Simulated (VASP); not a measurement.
# WS2 (Tungstenite) (P6_3/mmc) in VASP: settings compared, part 2 of 2

VASP 6.6.1.

## 3. Relaxation of cell and atoms, LDA

This run uses another cell than the first one, of 17.19 Å³/atom, 0.942 times its volume.

INCAR reads:

```
SYSTEM = WS2
PREC     = Accurate       ! precision mode
ENCUT    = 600            ! plane-wave cutoff, eV
EDIFF    = 1E-7           ! SCF threshold, eV
ISMEAR   = 0              ! smearing method
SIGMA    = 0.03           ! smearing width, eV
LREAL    = .FALSE.        ! projectors in reciprocal space
LASPH    = .TRUE.         ! aspherical terms in the spheres
NELM     = 80             ! most SCF steps
ALGO     = Normal         ! electronic algorithm
ISIF     = 3              ! what is computed and relaxed
LWAVE    = .FALSE.        ! write WAVECAR
LCHARG   = .FALSE.        ! write CHGCAR
IBRION   = 2              ! ionic algorithm
NSW      = 90             ! ionic steps
EDIFFG   = -0.005         ! ionic threshold
KPAR     = 2
```

KPOINTS reads:

```
Automatic mesh
0
G
  12 12 3
  0 0 0
```

POSCAR reads:

```
WS2                                     
1.0
    3.1297404895      0.0000000000      0.0000000000
   -1.5648702447      2.7104347711     -0.0000000000
   -0.0000000000      0.0000000000     12.1569687563
  W               S             
     2     4
Direct
     0.3333333332999970    0.6666666667000030    0.2500000000000000
     0.6666666667000030    0.3333333332999970    0.7500000000000000
     0.3333333332999970    0.6666666667000030    0.6214329982148064
     0.6666666667000030    0.3333333332999970    0.1214329982148065
     0.3333333332999970    0.6666666667000030    0.8785670017851936
     0.6666666667000030    0.3333333332999970    0.3785670017851935
```

Potentials or basis: VASP PAW LDA potentials, release 64 (W_sv, S).

Launch:

```
$ cat potpaw_LDA.64/W_sv/POTCAR potpaw_LDA.64/S/POTCAR > POTCAR
$ mpirun -np 2 vasp_std > vasp.out
```

OUTCAR:

```text
SYSTEM = WS2
   PREC = Accurate
   ENCUT = 600
   EDIFF = 1E-7
   ISMEAR = 0
   LREAL = .FALSE.
   LASPH = .TRUE.
   NELM = 80
   ISIF = 3
   IBRION = 2
   NSW = 90
   EDIFFG = -0.005

 ion  position               nearest neighbor table
   1  0.333  0.667  0.250-   4 2.39   6 2.39   4 2.39   6 2.39   4 2.39   6 2.39
   2  0.667  0.333  0.750-   3 2.39   5 2.39   3 2.39   5 2.39   3 2.39   5 2.39
   3  0.333  0.667  0.621-   2 2.39   2 2.39   2 2.39
   4  0.667  0.333  0.121-   1 2.39   1 2.39   1 2.39
   5  0.333  0.667  0.879-   2 2.39   2 2.39   2 2.39
   6  0.667  0.333  0.379-   1 2.39   1 2.39   1 2.39

  LATTYP: Found a hexagonal cell.
 ALAT       =     3.1297404895
 C/A-ratio  =     3.8843376303

  Lattice vectors:

 A1 = (   3.1297404895,   0.0000000000,   0.0000000000)
 A2 = (  -1.5648702447,   2.7104347711,   0.0000000000)
 A3 = (   0.0000000000,   0.0000000000,  12.1569687563)

Analysis of symmetry for initial positions (statically):
=====================================================================
 Subroutine PRICEL returns:
 Original cell was already a primitive cell.

 Routine SETGRP: Setting up the symmetry group for a
 hexagonal supercell.

 Subroutine GETGRP returns: Found 24 space group operations
 (whereof 12 operations were pure point group operations)
 out of a pool of 24 trial point group operations.

The static configuration has the point symmetry D_3d.
 The point group associated with its full space group is D_6h.

Analysis of symmetry for dynamics (positions and initial velocities):
=====================================================================
 Subroutine PRICEL returns:
 Original cell was already a primitive cell.

 Routine SETGRP: Setting up the symmetry group for a
 hexagonal supercell.

 Subroutine GETGRP returns: Found 24 space group operations
 (whereof 12 operations were pure point group operations)
 out of a pool of 24 trial point group operations.

The dynamic configuration has the point symmetry D_3d.
 The point group associated with its full space group is D_6h.
[... 137 lines left out ...]
   LRPA    =     F    only Hartree local field effects (RPA)
 conjugate gradient relaxation of ions
 non-spin polarized calculation
 Gauss-broadening in eV      SIGMA  =   0.03
  energy-cutoff  :      600.00
  volume of cell :      103.13
 maximum number of plane-waves:      3481
 NGX is ok and might be reduce to    28
   NGX = 13   NGY = 13   NGZ = 49

--------------------------------------- Ionic step        1  -------------------------------------------

 number of electron      52.0000003 magnetization

 Free energy of the ion-electron system (eV)
  ---------------------------------------------------
  ext. energy  EPLUGINS =         0.00000000
  ---------------------------------------------------
  free energy    TOTEN  =       -52.52821765 eV

  energy without entropy =      -52.52821765  energy(sigma->0) =      -52.52821765

------------------------ aborting loop because EDIFF is reached ----------------------------------------

  FORCE on cell =-STRESS in cart. coord.  units (eV):
  Direction    XX          YY          ZZ          XY          YZ          ZX
  --------------------------------------------------------------------------------------
  -------------------------------------------------------------------------------------
  Total        0.0068453      0.0068453      0.0337925      0.0000000      0.0000000     -0.0000000
  in kB        0.1063477      0.1063477      0.5249986      0.0000000      0.0000000     -0.0000000
  external PRESSURE =       0.2458980 kB  Pullay stress =       0.0000000 kB
[... 67 lines left out ...]
--------------------------------------- Ionic step        3  -------------------------------------------

 number of electron      52.0000002 magnetization

 Free energy of the ion-electron system (eV)
  ---------------------------------------------------
  ext. energy  EPLUGINS =         0.00000000
  ---------------------------------------------------
  free energy    TOTEN  =       -52.52821986 eV

  energy without entropy =      -52.52821986  energy(sigma->0) =      -52.52821986

 E-fermi :   7.9674     XC(G=0): -11.4127

 val. band max:        7.7544148859   @ k =   0.0000   0.0000   0.0000
 cond. band min:       8.6046468071   @ k =   0.1667   0.1667   0.0000
 fundamental gap:      0.8502319212
 Fermi energy:         7.9673838172

 k-point     1 :       0.0000    0.0000    0.0000
  band No.  band energies     occupation
      1     -66.4028      2.00000
      2     -66.4027      2.00000
      3     -30.9614      2.00000
      4     -30.9613      2.00000
      5     -30.7441      2.00000
      6     -30.7441      2.00000
[... 805 lines left out ...]
     30       9.9042      0.00000
     31      10.7952      0.00000

 [... further k-points ...]

------------------------ aborting loop because EDIFF is reached ----------------------------------------

  FORCE on cell =-STRESS in cart. coord.  units (eV):
  Direction    XX          YY          ZZ          XY          YZ          ZX
  --------------------------------------------------------------------------------------
  -------------------------------------------------------------------------------------
  Total       -0.0115243     -0.0115243     -0.0012724     -0.0000000     -0.0000000      0.0000000
  in kB       -0.1790187     -0.1790187     -0.0197654     -0.0000000     -0.0000000      0.0000000
  external PRESSURE =      -0.1259343 kB  Pullay stress =       0.0000000 kB
[... 21 lines left out ...]
  FREE ENERGIE OF THE ION-ELECTRON SYSTEM (eV)
  ---------------------------------------------------
  free  energy   TOTEN  =       -52.5282198584 eV

  energy  without entropy=      -52.5282198584  energy(sigma->0) =      -52.52821986

 reached required accuracy - stopping structural energy minimisation
```

OSZICAR:

```text
N       E                     dE             d eps       ncg     rms          rms(c)
DAV:   1     0.552965995025E+03    0.55297E+03   -0.31158E+04  2556   0.187E+03
DAV:   2    -0.172781923857E+02   -0.57024E+03   -0.55732E+03  2754   0.480E+02
DAV:   3    -0.541924258985E+02   -0.36914E+02   -0.36363E+02  2980   0.109E+02
[... 25 lines left out ...]
DAV:   2    -0.525282265184E+02    0.26499E-04   -0.17952E-04  2841   0.883E-02    0.276E-02
DAV:   3    -0.525282211795E+02    0.53389E-05   -0.27488E-05  2896   0.245E-02    0.934E-03
DAV:   4    -0.525282200242E+02    0.11553E-05   -0.38563E-06  2750   0.127E-02    0.429E-03
DAV:   5    -0.525282199079E+02    0.11631E-06   -0.68523E-07  2708   0.490E-03    0.367E-03
DAV:   6    -0.525282198584E+02    0.49519E-07   -0.17051E-07  1730   0.289E-03
   3 F= -.52528220E+02 E0= -.52528220E+02  d E =-.221206E-05
```

CONTCAR:

```text
WS2
   1.00000000000000
     3.1297956381152443    0.0000000000000010   -0.0000000000000000
    -1.5648978190076204    2.7104825312017815   -0.0000000000000000
     0.0000000000000000    0.0000000000000000   12.1580262592635187
  W               S
     2     4
Direct
     0.3333333332999970    0.6666666667000030    0.2500000000000000
     0.6666666667000030    0.3333333332999970    0.7500000000000000
     0.3333333332999970    0.6666666667000030    0.6214277532065595
     0.6666666667000030    0.3333333332999970    0.1214277532065596
     0.3333333332999970    0.6666666667000030    0.8785722467934405
     0.6666666667000030    0.3333333332999970    0.3785722467934404

  0.00000000E+00  0.00000000E+00  0.00000000E+00
  0.00000000E+00  0.00000000E+00  0.00000000E+00
  0.00000000E+00  0.00000000E+00  0.00000000E+00
  0.00000000E+00  0.00000000E+00  0.00000000E+00
  0.00000000E+00  0.00000000E+00  0.00000000E+00
  0.00000000E+00  0.00000000E+00  0.00000000E+00
```

It took 2.3 min on 2 MPI ranks of Intel Xeon Platinum 8488C (Sapphire Rapids), shared host; peak memory 0.28 GiB.

Results:

| Property | Result |
| --- | --- |
| Free energy | -52.5282 eV |
| Relaxed volume | 17.19 Å³/atom |
| Relaxed cell | a = 3.130 Å, b = 3.130 Å, c = 12.158 Å, α = 90.00°, β = 90.00°, γ = 120.00° |
| Space group after relaxing (to 0.05 Å) | P6_3/mmc (No. 194) |
| Energy gained by relaxing | 0.0 meV/atom |
| Ionic steps | 3 |
| Pressure after relaxing | 0.0 GPa |
| Band gap on the k mesh | 0.85 eV, indirect (least direct gap 1.88 eV) |

Final structure:
```
W S
1.0
     3.12980    0.00000    0.00000
    -1.56490    2.71048    0.00000
     0.00000    0.00000   12.15803
W S
2 4
Direct
  0.33333 0.66667 0.25000
  0.66667 0.33333 0.75000
  0.33333 0.66667 0.62143
  0.66667 0.33333 0.12143
  0.33333 0.66667 0.87857
  0.66667 0.33333 0.37857
```

Caveat: spin-orbit coupling is left out, which moves the levels of the heavy elements; an odd mesh through Γ misses points on the zone boundary, where band edges often lie.

## 4. Relaxation of cell and atoms, r2SCAN

INCAR reads:

```
ALGO     = Normal         # electronic algorithm
EDIFF    = 1E-6           # SCF threshold, eV
EDIFFG   = -0.01          # ionic threshold
ENCUT    = 600            # plane-wave cutoff, eV
IBRION   = 2              # ionic algorithm
ISIF     = 3              # what is computed and relaxed
ISMEAR   = 0              # smearing method
KPAR     = 2            
LASPH    = True           # aspherical terms in the spheres
LCHARG   = False          # write CHGCAR
LMIXTAU  = True         
LREAL    = False          # projectors in reciprocal space
LWAVE    = False          # write WAVECAR
METAGGA  = R2SCAN         # meta-GGA
NELM     = 80             # most SCF steps
NSW      = 90             # ionic steps
PREC     = Accurate       # precision mode
SIGMA    = 0.03           # smearing width, eV
```

KPOINTS reads:

```
k-points
0
Gamma
  12 12 3
```

POSCAR reads:

```
WS2
1.0
    3.1800000000      0.0000000000      0.0000000000
   -1.5900000000      2.7539607840      0.0000000000
    0.0000000000      0.0000000000     12.5000000000
W S
2 4
Direct
    0.3333333333      0.6666666667      0.2500000000
    0.6666666667      0.3333333333      0.7500000000
    0.3333333333      0.6666666667      0.6250000000
    0.6666666667      0.3333333333      0.1250000000
    0.3333333333      0.6666666667      0.8750000000
    0.6666666667      0.3333333333      0.3750000000
```

Potentials or basis: VASP PAW PBE potentials, release 64 (W_sv, S).

Launch:

```
$ cat potpaw_PBE.64/W_sv/POTCAR potpaw_PBE.64/S/POTCAR > POTCAR
$ mpirun -np 2 vasp_std > vasp.out
```

Run time: 40 min. Hardware: 2 MPI ranks of Intel Xeon Platinum 8375C at 2.90GHz (Ice Lake), shared host; peak memory 0.38 GiB.

Results (log left out):

```yaml
Free_energy: -140.1676 eV
Relaxed_volume: 19.05 Å³/atom
Relaxed_cell: a = 3.183 Å, b = 3.183 Å, c = 13.024 Å, α = 90.00°, β = 90.00°, γ = 120.00°
Space_group_after_relaxing_to_0.05_Å: P6_3/mmc (No. 194)
Energy_gained_by_relaxing: 3.2 meV/atom
Ionic_steps: 15
Pressure_after_relaxing: 0.1 GPa
Largest_force_after_relaxing: 0.006 eV/Å
Band_gap_on_the_k_mesh: 1.36 eV, indirect (least direct gap 1.87 eV)
```

Forces on the atoms (eV/Å):
```
W    0.000  0.000  0.000
W    0.000  0.000  0.000
S    0.000  0.000 -0.006
S    0.000  0.000 -0.006
S    0.000  0.000  0.006
S    0.000  0.000  0.006
```

Step by step:
```csv
step,energy change (eV),largest force (eV/Å),pressure (GPa),volume (Å³)
1,0.0000,0.0945,0.44,109.47
2,-0.0028,0.1464,-0.30,110.27
3,-0.0032,0.1744,-0.70,110.71
4,-0.0043,0.1565,-0.62,110.81
5,-0.0071,0.1002,-0.49,111.13
6,-0.0106,0.0109,-0.16,111.76
7,-0.0082,0.2345,0.58,113.03
8,-0.0111,0.0772,0.09,112.13
9,-0.0140,0.0573,0.04,112.49
10,-0.0187,0.0022,-0.02,113.57
11,-0.0192,0.0256,-0.04,113.99
12,-0.0192,0.0282,-0.04,114.02
13,-0.0193,0.0038,0.10,114.08
14,-0.0193,0.0014,0.12,114.09
15,-0.0194,0.0058,0.06,114.29
```

Final structure:
```xyz
6
Lattice="3.1832 0.0000 0.0000 -1.5916 2.7568 0.0000 0.0000 0.0000 13.0236" Properties=species:S:1:pos:R:3 pbc="T T T"
W     0.0000    1.8378    3.2559
W     1.5916    0.9189    9.7677
S     0.0000    1.8378    8.2082
S     1.5916    0.9189    1.6964
S     0.0000    1.8378   11.3272
S     1.5916    0.9189    4.8154
```

Levels at points of the mesh, in eV from the valence-band top:
```csv
k point,band 23,band 24,band 25,band 26,band 27,band 28,band 29,band 30
"(0.00, 0.00, 0.00)",-2.30,-1.88,-0.92,0.00,2.53,2.53,2.54,2.54
"(0.50, 0.00, 0.00)",-2.02,-1.92,-1.58,-1.48,2.45,2.48,2.84,3.00
```

Caveat: the PAW data sets were made with another functional, which shifts forces and pressure a little; spin-orbit coupling is left out, which moves the levels of the heavy elements; an odd mesh through Γ misses points on the zone boundary, where band edges often lie. Zero-point motion and thermal expansion aren't in these numbers.
